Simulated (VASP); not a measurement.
Crystal: NiO.

```
Ni O
1.0
     0.00000    2.09131    2.09131
     2.09131    0.00000    2.09131
     2.09131    2.09131    0.00000
Ni O
1 1
Direct
  0.00000 0.00000 0.00000
  0.50000 0.50000 0.50000
```

Program: VASP 6.6.1. Alike in all runs: task single point; potentials or basis VASP PAW PBE potentials, release 64 (Ni, O); cell as given; cutoff (eV) 520.

**Question.** Order these runs on this cell by their band gap on the k mesh, lowest first.
A. level PBE; spin collinear, ferromagnetic start; k mesh 11 × 11 × 11; smearing fermi-dirac 0.05 eV
B. level PBE+U; spin collinear, random start; U Ni d U = 8 eV; k mesh 8 × 8 × 8; smearing gaussian 0.05 eV
C. level PBE+U; spin collinear, ferromagnetic start; U Ni d U = 7 eV; k mesh 8 × 8 × 8; smearing gaussian 0.05 eV

**Answer.** A (metal), C (2.85 eV), B (3.02 eV).

Caveats: a cell with one magnetic atom can't hold antiferromagnetic order, which such compounds often take; semilocal functionals often make such compounds metallic where correlation or magnetic order opens a gap, which also shifts bond lengths (some runs).

A k mesh can miss the band edges.

Not every run made on this cell is shown here.
